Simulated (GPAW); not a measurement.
**CO in line between two Sb chains: transmission at several levels**

Aim: T(E), conductance and thermopower of CO in line between two Sb chains, and what cheaper settings cost in accuracy.

Program: GPAW 26.7.0. Level of theory: GPAW LCAO, PAW setups; Landauer transmission from Green's functions with principal layers (ASE), zero bias. Results are calculated unless marked as measured.

**1. The structure**

The cell holds 10 atoms: 8 Sb, 1 C and 1 O. Its edges and angles: a = 9.000 Å, b = 9.000 Å, c = 24.240 Å, α = 90.0°, β = 90.0°, γ = 90.0°. Regions: left lead, 4 atoms (4 Sb); channel, 2 atoms (1 C and 1 O); right lead, 4 atoms (4 Sb). Vacuum lies along a and b. The structure is stacked along c, and the current runs across the ab planes.

Structure file:

```cif
data_structure
_symmetry_space_group_name_H-M 'P 1'
_symmetry_Int_Tables_number 1
_cell_length_a 9.0000
_cell_length_b 9.0000
_cell_length_c 24.2399
_cell_angle_alpha 90.000
_cell_angle_beta 90.000
_cell_angle_gamma 90.000
_cell_volume 1963.43
loop_
_atom_site_label
_atom_site_type_symbol
_atom_site_fract_x
_atom_site_fract_y
_atom_site_fract_z
_atom_site_occupancy
Sb1 Sb 0.50000 0.50000 0.05672 1
Sb2 Sb 0.50000 0.50000 0.17017 1
Sb3 Sb 0.50000 0.50000 0.28362 1
Sb4 Sb 0.50000 0.50000 0.39707 1
C5 C 0.50000 0.50000 0.47834 1
O6 O 0.50000 0.50000 0.52620 1
Sb7 Sb 0.50000 0.50000 0.60293 1
Sb8 Sb 0.50000 0.50000 0.71638 1
Sb9 Sb 0.50000 0.50000 0.82983 1
Sb10 Sb 0.50000 0.50000 0.94328 1
```

**2. Double-zeta polarised basis**

Localised orbitals split the wire into layers that couple to their neighbours alone, which is what the Green's function method needs; double zeta with polarisation is the usual level for numbers.

The input, run.py:

```python
import json
import numpy as np
from ase import Atoms
from ase.transport.calculators import TransportCalculator
from gpaw import GPAW, FermiDirac
from gpaw.lcao.tools import get_lcao_hamiltonian
from scipy.linalg import eigh

# The junction with lead layers at both ends, along the third cell vector
device = Atoms(
    ['Sb', 'Sb', 'Sb', 'Sb', 'C', 'O', 'Sb', 'Sb', 'Sb', 'Sb'],
    positions=[
        [4.50000, 4.50000, 1.37500],
        [4.50000, 4.50000, 4.12500],
        [4.50000, 4.50000, 6.87500],
        [4.50000, 4.50000, 9.62500],
        [4.50000, 4.50000, 11.59500],
        [4.50000, 4.50000, 12.75500],
        [4.50000, 4.50000, 14.61490],
        [4.50000, 4.50000, 17.36490],
        [4.50000, 4.50000, 20.11490],
        [4.50000, 4.50000, 22.86490]],
    cell=[[9.0, 0.0, 0.0], [0.0, 9.0, 0.0], [0.0, 0.0, 24.2399]],
    pbc=True)

# One principal layer of the lead: the first 2 atoms of the device
lead = Atoms(
    ['Sb', 'Sb'],
    positions=[
        [4.50000, 4.50000, 1.37500],
        [4.50000, 4.50000, 4.12500]],
    cell=[[9.0, 0.0, 0.0], [0.0, 9.0, 0.0], [0.0, 0.0, 5.5]],
    pbc=True)

settings = dict(mode='lcao', basis='dzp', xc='PBE', h=0.18,
                occupations=FermiDirac(0.1), maxiter=250,
                mixer=dict(beta=0.1, nmaxold=8, weight=100.0),
                convergence=dict(density=0.0001))
energies = np.arange(-2, 2 + 1e-9, 0.05)
eta = 0.0001
n1, n2 = 1, 1
# k and -k transmit alike, so half of the mesh across the current serves
mesh = [(i, j) for i in range(n1) for j in range(n2) if (i, j) <= (-i % n1, -j % n2)]
weights = np.array([1 if (i, j) == (-i % n1, -j % n2) else 2 for i, j in mesh]) / (n1 * n2)

# [... helper functions left out ...]
fermi_lead = ground_state(lead, (1, 1, 20), 'lead.txt')
fermi_device = ground_state(device, (1, 1, 3), 'device.txt')
# [... loop over the mesh left out, but for ...]
        # Shift the lead onto the potential of the device's first layer
        shift = ((H[:, 0, 0] - H0[:, 0, 0]) / S0[0, 0]).real.mean()
# [...]
kT = 8.617333e-5 * 77
bias = [0.1, 0.2, 0.5, 1.0, 1.5, 2.0]
# [... integrals and printing left out ...]
```

Run with:

```console
$ OMP_NUM_THREADS=1 OPENBLAS_NUM_THREADS=1 python run.py
```

Log:

```text
basis functions: device 210, principal layer 46
Fermi level: lead -3.1684 eV, device -3.0606 eV; lead shifted by -0.0804 eV
largest coupling past the next layer 7.85e-05 eV, largest misfit of the first layer 0.059 eV
  E-E_F (eV)   T (one spin)  [channel counts left out]
    -2.000    5.0649e-02
    -1.950    5.1078e-02
    -1.900    5.1507e-02
    -1.850    5.1938e-02
    -1.800    5.2371e-02
    -1.750    5.2807e-02
    -1.700    5.3248e-02
    -1.650    1.6583e+00
    -1.600    1.8506e+00
    -1.550    1.8469e+00
    -1.500    1.8514e+00
    -1.450    1.8662e+00
    -1.400    1.8814e+00
    -1.350    1.8908e+00
    -1.300    1.8919e+00
    -1.250    1.8847e+00
[...]
1.650    5.3925e-01
     1.700    4.6641e-01
     1.750    3.8597e-01
     1.800    2.9795e-01
     1.850    2.0259e-01
     1.900    1.0035e-01
     1.950    8.2273e-02
     2.000    8.1184e-02
conductance at 77 K: 1.7168 G0 a cell; thermopower 0.1614 uV/K
current from the zero-bias T(E) at 0.1 V: 13.294 uA
current from the zero-bias T(E) at 0.2 V: 26.55 uA
current from the zero-bias T(E) at 0.5 V: 65.72 uA
current from the zero-bias T(E) at 1.0 V: 127.49 uA
current from the zero-bias T(E) at 1.5 V: 184.49 uA
current from the zero-bias T(E) at 2.0 V: 239.16 uA
```

Run time: 36 s. Hardware: 1 thread of Arm Neoverse V2, shared host; peak memory 1.2 GiB.

Numbers from this step:

- conductance: 1.717 G₀
- largest coupling past the next principal layer: 7.85e-5 eV
- largest misfit of the first principal layer: 0.05861 eV
- shift that aligns the lead: -0.08042 eV
- basis functions of the junction: 210
- basis functions of a principal layer: 46
- transmission at the Fermi level (one spin): 1.717

One spin. Transmission, zone mean against energy, zero at the Fermi level:

```csv
energy (eV),"transmission, zone mean"
-2.000,0.0506
-1.800,0.0524
-1.600,1.85
-1.400,1.88
-1.300,1.89
-1.200,1.87
-1.000,1.76
-0.800,1.65
-0.600,1.62
-0.400,1.66
-0.200,1.71
0.000,1.72
0.200,1.65
0.400,1.51
0.600,1.34
0.800,1.18
1.000,1.05
1.200,0.934
1.400,0.802
1.600,0.605
1.800,0.298
2.000,0.0812
```

Not self-consistent under bias; the bias window is split evenly. Current through one cell, from the zero-bias transmission against bias:

| bias (V) | current through one cell, from the zero-bias transmission (μA) |
| --- | --- |
| 0.100 | 13.3 |
| 0.200 | 26.6 |
| 0.500 | 65.7 |
| 1.000 | 127 |
| 1.500 | 184 |
| 2.000 | 239 |

The transmission of the three most open eigenchannels by energy, zero at the Fermi level:

| energy (eV) | channel 1 | channel 2 | channel 3 |
| --- | --- | --- | --- |
| -2.00 | 0.0506 | 0 | 0 |
| -1.90 | 0.0515 | 1.3e-12 | 1.3e-12 |
| -1.80 | 0.0524 | 8.1e-11 | 8.1e-11 |
| -1.70 | 0.0532 | 4.1e-7 | 4.1e-7 |
| -1.55 | 0.896 | 0.896 | 0.0546 |
| -1.45 | 0.905 | 0.905 | 0.0555 |
| -1.35 | 0.917 | 0.917 | 0.0565 |
| -1.25 | 0.914 | 0.914 | 0.0574 |
| -1.15 | 0.896 | 0.896 | 0.0584 |
| -1.05 | 0.868 | 0.868 | 0.0594 |
| -0.90 | 0.821 | 0.821 | 0.0609 |
| -0.80 | 0.796 | 0.796 | 0.0620 |
| -0.70 | 0.781 | 0.781 | 0.0630 |
| -0.60 | 0.777 | 0.777 | 0.0641 |
| -0.50 | 0.783 | 0.783 | 0.0651 |
| -0.40 | 0.795 | 0.795 | 0.0661 |
| -0.25 | 0.815 | 0.815 | 0.0676 |
| -0.15 | 0.825 | 0.825 | 0.0685 |
| -0.05 | 0.826 | 0.826 | 0.0695 |
| 0.00 | 0.824 | 0.824 | 0.0699 |
| 0.05 | 0.819 | 0.819 | 0.0703 |
| 0.15 | 0.800 | 0.800 | 0.0712 |
| 0.25 | 0.773 | 0.773 | 0.0720 |
| 0.40 | 0.717 | 0.717 | 0.0731 |
| 0.50 | 0.675 | 0.675 | 0.0737 |
| 0.60 | 0.632 | 0.632 | 0.0744 |
| 0.70 | 0.591 | 0.591 | 0.0750 |
| 0.80 | 0.552 | 0.552 | 0.0755 |
| 0.90 | 0.517 | 0.517 | 0.0760 |
| 1.05 | 0.471 | 0.471 | 0.0768 |
| 1.15 | 0.443 | 0.443 | 0.0773 |
| 1.25 | 0.413 | 0.413 | 0.0778 |
| 1.35 | 0.381 | 0.381 | 0.0783 |
| 1.45 | 0.341 | 0.341 | 0.0789 |
| 1.55 | 0.292 | 0.292 | 0.0795 |
| 1.70 | 0.193 | 0.193 | 0.0804 |
| 1.80 | 0.108 | 0.108 | 0.0811 |
| 1.90 | 0.0819 | 0.00922 | 0.00922 |
| 2.00 | 0.0812 | 8.6e-10 | 8.6e-10 |

Couplings past the next layer reach 7.9e-5 eV, small enough to drop; the matrix elements of the cell's first layer differ from the bulk lead's by up to 0.059 eV. That layer keeps its own values in the calculation, and only beyond it is the lead taken as perfect. The Fermi levels of lead and junction count from different zeros of potential, one for each periodic cell; with both set to zero, the small remaining shift is what aligns them. By hand: G = 1.717 × 77.48 μS = 133 μS, a resistance of 7.52 kΩ; at 0.1 V a linear junction would pass 13.3 μA, and the integral over the bias window gives 13.3 μA.

**3. GPAW, szp: basis = "szp(dzp)"**

One radial function a shell plus polarisation makes the matrices smaller; the question is what that costs.

Changes to run.py since step 2:

```diff
@@ -34,3 +34,3 @@
 
-settings = dict(mode='lcao', basis='dzp', xc='PBE', h=0.18,
+settings = dict(mode='lcao', basis='szp(dzp)', xc='PBE', h=0.18,
                 occupations=FermiDirac(0.1), maxiter=250,
```

Log:

```text
basis functions: device 130, principal layer 28
Fermi level: lead -3.3261 eV, device -3.2658 eV; lead shifted by -0.0737 eV
largest coupling past the next layer 7.85e-05 eV, largest misfit of the first layer 0.084 eV
  E-E_F (eV)   T (one spin)  [channel counts left out]
    -2.000    5.2784e-02
    -1.950    5.3319e-02
    -1.900    5.3851e-02
    -1.850    5.4382e-02
    -1.800    5.4913e-02
    -1.750    5.5443e-02
    -1.700    5.5975e-02
    -1.650    1.4367e+00
    -1.600    1.7755e+00
    -1.550    1.7865e+00
    -1.500    1.8025e+00
    -1.450    1.8300e+00
    -1.400    1.8582e+00
    -1.350    1.8794e+00
    -1.300    1.8902e+00
    -1.250    1.8901e+00
[...]
1.650    6.1053e-01
     1.700    5.2978e-01
     1.750    4.4006e-01
     1.800    3.4149e-01
     1.850    2.3446e-01
     1.900    1.1939e-01
     1.950    9.2104e-02
     2.000    9.2080e-02
conductance at 77 K: 1.7538 G0 a cell; thermopower 0.06404 uV/K
current from the zero-bias T(E) at 0.1 V: 13.581 uA
current from the zero-bias T(E) at 0.2 V: 27.123 uA
current from the zero-bias T(E) at 0.5 V: 67.159 uA
current from the zero-bias T(E) at 1.0 V: 130.39 uA
current from the zero-bias T(E) at 1.5 V: 188.91 uA
current from the zero-bias T(E) at 2.0 V: 245.28 uA
```

It took 28 s on 1 thread; peak memory 1.2 GiB.

This step gave:

| Item | Value |
| --- | --- |
| conductance | 1.754 G₀ |
| largest misfit of the first principal layer | 0.08402 eV |
| shift that aligns the lead | -0.07372 eV |
| basis functions of the junction | 130 |
| basis functions of a principal layer | 28 |
| transmission at the Fermi level (one spin) | 1.754 |

One spin. Transmission, zone mean against energy, zero at the Fermi level:

energy (eV), transmission, zone mean and a bar:
```
    -2.00       0.05 
    -1.90       0.05 
    -1.80       0.05 
    -1.70       0.06 
    -1.55       1.79 ############################
    -1.45       1.83 #############################
    -1.35       1.88 ##############################
    -1.30       1.89 ##############################
    -1.25       1.89 ##############################
    -1.15       1.86 ##############################
    -1.05       1.81 #############################
    -0.90       1.71 ###########################
    -0.80       1.66 ##########################
    -0.70       1.63 ##########################
    -0.60       1.62 ##########################
    -0.50       1.63 ##########################
    -0.40       1.66 ##########################
    -0.25       1.71 ###########################
    -0.15       1.74 ############################
    -0.05       1.75 ############################
     0.00       1.75 ############################
     0.05       1.75 ############################
     0.15       1.72 ###########################
     0.25       1.68 ###########################
     0.40       1.58 #########################
     0.50       1.50 ########################
     0.60       1.42 ######################
     0.70       1.34 #####################
     0.80       1.26 ####################
     0.90       1.19 ###################
     1.05       1.11 #################
     1.15       1.05 ################
     1.25       1.00 ###############
     1.35       0.93 ##############
     1.45       0.85 #############
     1.55       0.75 ###########
     1.70       0.53 ########
     1.80       0.34 #####
     1.90       0.12 #
     2.00       0.09 #
```

Not self-consistent under bias; the bias window is split evenly. Table of current through one cell, from the zero-bias transmission by bias:

```csv
bias (V),"current through one cell, from the zero-bias transmission (μA)"
0.100,13.6
0.200,27.1
0.500,67.2
1.000,130
1.500,189
2.000,245
```

Table of transmission of the three most open eigenchannels by energy, zero at the Fermi level:

| energy (eV) | channel 1 | channel 2 | channel 3 |
| --- | --- | --- | --- |
| -2.00 | 0.0528 | 0 | 0 |
| -1.90 | 0.0539 | 1.0e-12 | 1.0e-12 |
| -1.80 | 0.0549 | 5.6e-11 | 5.6e-11 |
| -1.70 | 0.0560 | 1.4e-7 | 1.4e-7 |
| -1.55 | 0.864 | 0.864 | 0.0576 |
| -1.45 | 0.886 | 0.886 | 0.0587 |
| -1.35 | 0.910 | 0.910 | 0.0598 |
| -1.25 | 0.915 | 0.915 | 0.0609 |
| -1.15 | 0.900 | 0.900 | 0.0620 |
| -1.05 | 0.872 | 0.872 | 0.0632 |
| -0.90 | 0.822 | 0.822 | 0.0649 |
| -0.80 | 0.795 | 0.795 | 0.0661 |
| -0.70 | 0.779 | 0.779 | 0.0673 |
| -0.60 | 0.775 | 0.775 | 0.0685 |
| -0.50 | 0.782 | 0.782 | 0.0697 |
| -0.40 | 0.796 | 0.796 | 0.0709 |
| -0.25 | 0.821 | 0.821 | 0.0727 |
| -0.15 | 0.834 | 0.834 | 0.0738 |
| -0.05 | 0.840 | 0.840 | 0.0750 |
| 0.00 | 0.839 | 0.839 | 0.0755 |
| 0.05 | 0.836 | 0.836 | 0.0761 |
| 0.15 | 0.823 | 0.823 | 0.0771 |
| 0.25 | 0.799 | 0.799 | 0.0782 |
| 0.40 | 0.748 | 0.748 | 0.0796 |
| 0.50 | 0.709 | 0.709 | 0.0805 |
| 0.60 | 0.667 | 0.667 | 0.0814 |
| 0.70 | 0.627 | 0.627 | 0.0822 |
| 0.80 | 0.589 | 0.589 | 0.0830 |
| 0.90 | 0.555 | 0.555 | 0.0837 |
| 1.05 | 0.511 | 0.511 | 0.0848 |
| 1.15 | 0.483 | 0.483 | 0.0855 |
| 1.25 | 0.455 | 0.455 | 0.0861 |
| 1.35 | 0.422 | 0.422 | 0.0868 |
| 1.45 | 0.381 | 0.381 | 0.0875 |
| 1.55 | 0.329 | 0.329 | 0.0882 |
| 1.70 | 0.220 | 0.220 | 0.0892 |
| 1.80 | 0.126 | 0.126 | 0.0900 |
| 1.90 | 0.0904 | 0.0145 | 0.0145 |
| 2.00 | 0.0921 | 1.1e-9 | 1.1e-9 |

The conductance, 1.75 G₀, lies 2.2 % above that of the dzp run.

**4. GPAW, sz: basis = "sz(dzp)"**

The minimal basis is the cheapest rung: no second zeta and no polarisation.

Changes to run.py since step 3:

```diff
@@ -34,3 +34,3 @@
 
-settings = dict(mode='lcao', basis='szp(dzp)', xc='PBE', h=0.18,
+settings = dict(mode='lcao', basis='sz(dzp)', xc='PBE', h=0.18,
                 occupations=FermiDirac(0.1), maxiter=250,
```

Log:

```text
basis functions: device 80, principal layer 18
Fermi level: lead -3.0918 eV, device -3.0371 eV; lead shifted by -0.0933 eV
largest coupling past the next layer 7.91e-05 eV, largest misfit of the first layer 0.108 eV
  E-E_F (eV)   T (one spin)  [channel counts left out]
    -2.000    5.5795e-02
    -1.950    5.6299e-02
    -1.900    5.6803e-02
[...]
1.950    9.6859e-02
     2.000    9.7365e-02
conductance at 77 K: 1.7623 G0 a cell; thermopower 0.1057 uV/K
current from the zero-bias T(E) at 0.1 V: 13.647 uA
current from the zero-bias T(E) at 0.2 V: 27.256 uA
current from the zero-bias T(E) at 0.5 V: 67.491 uA
current from the zero-bias T(E) at 1.0 V: 130.96 uA
current from the zero-bias T(E) at 1.5 V: 189.16 uA
current from the zero-bias T(E) at 2.0 V: 244.2 uA
```

The job ended after 25 s (1 thread; peak memory 1.1 GiB).

This step gave:

| Item | Value |
| --- | --- |
| conductance | 1.762 G₀ |
| largest coupling past the next principal layer | 7.91e-5 eV |
| largest misfit of the first principal layer | 0.1078 eV |
| shift that aligns the lead | -0.09332 eV |
| basis functions of the junction | 80 |
| basis functions of a principal layer | 18 |
| transmission at the Fermi level (one spin) | 1.763 |

One spin. Transmission, zone mean against energy, zero at the Fermi level:

| energy (eV) | transmission, zone mean |
| --- | --- |
| -2.00 | 0.0558 |
| -1.90 | 0.0568 |
| -1.80 | 1.64 |
| -1.70 | 1.87 |
| -1.55 | 1.91 |
| -1.45 | 1.94 |
| -1.40 | 1.94 |
| -1.35 | 1.93 |
| -1.25 | 1.90 |
| -1.15 | 1.85 |
| -1.05 | 1.79 |
| -0.90 | 1.70 |
| -0.80 | 1.66 |
| -0.70 | 1.64 |
| -0.60 | 1.64 |
| -0.50 | 1.65 |
| -0.40 | 1.68 |
| -0.25 | 1.73 |
| -0.15 | 1.76 |
| -0.05 | 1.77 |
| 0.00 | 1.76 |
| 0.05 | 1.76 |
| 0.15 | 1.72 |
| 0.25 | 1.67 |
| 0.40 | 1.57 |
| 0.50 | 1.48 |
| 0.60 | 1.39 |
| 0.70 | 1.30 |
| 0.80 | 1.21 |
| 0.90 | 1.13 |
| 1.05 | 1.02 |
| 1.15 | 0.960 |
| 1.25 | 0.896 |
| 1.35 | 0.826 |
| 1.45 | 0.742 |
| 1.55 | 0.634 |
| 1.70 | 0.409 |
| 1.80 | 0.209 |
| 1.90 | 0.0963 |
| 2.00 | 0.0974 |

The conductance, 1.76 G₀, lies 2.7 % above that of the dzp run.

**5. LDA in the dzp basis: xc = "LDA"**

Back in the dzp basis, the functional changes from PBE to LDA, to set the spread between functionals beside that between bases.

Changes to run.py since step 4:

```diff
@@ -34,3 +34,3 @@
 
-settings = dict(mode='lcao', basis='sz(dzp)', xc='PBE', h=0.18,
+settings = dict(mode='lcao', basis='dzp', xc='LDA', h=0.18,
                 occupations=FermiDirac(0.1), maxiter=250,
```

Log:

```text
basis functions: device 210, principal layer 46
Fermi level: lead -3.3982 eV, device -3.2928 eV; lead shifted by -0.0689 eV
largest coupling past the next layer 7.81e-05 eV, largest misfit of the first layer 0.057 eV
  E-E_F (eV)   T (one spin)  [channel counts left out]
    -2.000    4.6222e-02
    -1.950    4.6693e-02
    -1.900    4.7167e-02
[...]
1.950    8.1304e-02
     2.000    7.8917e-02
conductance at 77 K: 1.7369 G0 a cell; thermopower 0.1359 uV/K
current from the zero-bias T(E) at 0.1 V: 13.45 uA
current from the zero-bias T(E) at 0.2 V: 26.863 uA
current from the zero-bias T(E) at 0.5 V: 66.516 uA
current from the zero-bias T(E) at 1.0 V: 129.16 uA
current from the zero-bias T(E) at 1.5 V: 187.09 uA
current from the zero-bias T(E) at 2.0 V: 242.66 uA
```

The job ended after 27 s (1 thread; peak memory 1.2 GiB).

Numbers from this step:

* conductance: 1.737 G₀
* largest coupling past the next principal layer: 7.81e-5 eV
* largest misfit of the first principal layer: 0.05733 eV
* shift that aligns the lead: -0.06893 eV
* basis functions of the junction: 210
* basis functions of a principal layer: 46
* transmission at the Fermi level (one spin): 1.737

The conductance, 1.74 G₀, lies 1.2 % above that of the dzp run.

**6. All levels side by side**

Times are for 1 thread of Arm Neoverse V2, shared host. The runs compared:

| no. | run | conductance (G₀) | time | memory (GiB) |
| --- | --- | --- | --- | --- |
| 1 | dzp | 1.717 | 36 s | 1.2 |
| 2 | szp | 1.754 | 28 s | 1.2 |
| 3 | sz | 1.762 | 25 s | 1.1 |
| 4 | dzp LDA | 1.737 | 27 s | 1.2 |

**7. The levels side by side**

The curves are compared point by point over the common energies.

This step: comparison of transmission and cost over codes and levels (GPAW 26.7.0).

Ladder, by row:

```
   step  code  T at the Fermi level (sum over the listed spins)  conductance (G0)  r.m.s. T(E) from the first  wall time (s)  peak memory (GiB)  threads
    dzp  GPAW                                             1.717             1.717                           0          36.28               1.18        1
    szp  GPAW                                             1.754             1.754                     0.05862             28               1.16        1
     sz  GPAW                                             1.763             1.762                      0.3386          25.06                1.1        1
dzp-LDA  GPAW                                             1.737             1.737                      0.1459          26.97               1.18        1
```

Table of transmission, zone mean, sum over the listed spins by energy, zero at the Fermi level:

| energy (eV) | dzp | szp | sz | dzp-LDA |
| --- | --- | --- | --- | --- |
| -2.000 | 0.0506 | 0.0528 | 0.0558 | 0.0462 |
| -1.800 | 0.0524 | 0.0549 | 1.64 | 0.0481 |
| -1.600 | 1.85 | 1.78 | 1.89 | 1.75 |
| -1.400 | 1.88 | 1.86 | 1.94 | 1.88 |
| -1.300 | 1.89 | 1.89 | 1.92 | 1.90 |
| -1.200 | 1.87 | 1.88 | 1.88 | 1.88 |
| -1.000 | 1.76 | 1.77 | 1.76 | 1.79 |
| -0.800 | 1.65 | 1.66 | 1.66 | 1.68 |
| -0.600 | 1.62 | 1.62 | 1.64 | 1.64 |
| -0.400 | 1.66 | 1.66 | 1.68 | 1.67 |
| -0.200 | 1.71 | 1.73 | 1.75 | 1.73 |
| 0.000 | 1.72 | 1.75 | 1.76 | 1.74 |
| 0.200 | 1.65 | 1.70 | 1.70 | 1.67 |
| 0.400 | 1.51 | 1.58 | 1.57 | 1.54 |
| 0.600 | 1.34 | 1.42 | 1.39 | 1.37 |
| 0.800 | 1.18 | 1.26 | 1.21 | 1.20 |
| 1.000 | 1.05 | 1.13 | 1.06 | 1.07 |
| 1.200 | 0.934 | 1.02 | 0.928 | 0.947 |
| 1.400 | 0.802 | 0.893 | 0.786 | 0.807 |
| 1.600 | 0.605 | 0.682 | 0.568 | 0.599 |
| 1.800 | 0.298 | 0.341 | 0.209 | 0.285 |
| 2.000 | 0.0812 | 0.0921 | 0.0974 | 0.0789 |

(Continued in part 2 of 2.)

[Logs are printed without paths, hosts, clocks, repeated set-up lines and the standing remarks that a program may print on its own settings, such as how far it seeks lower states.]

[Hosts, paths, dates, database ids (printed as entryN), source tags and the programs' standing remarks are cut or masked in the printed files.]
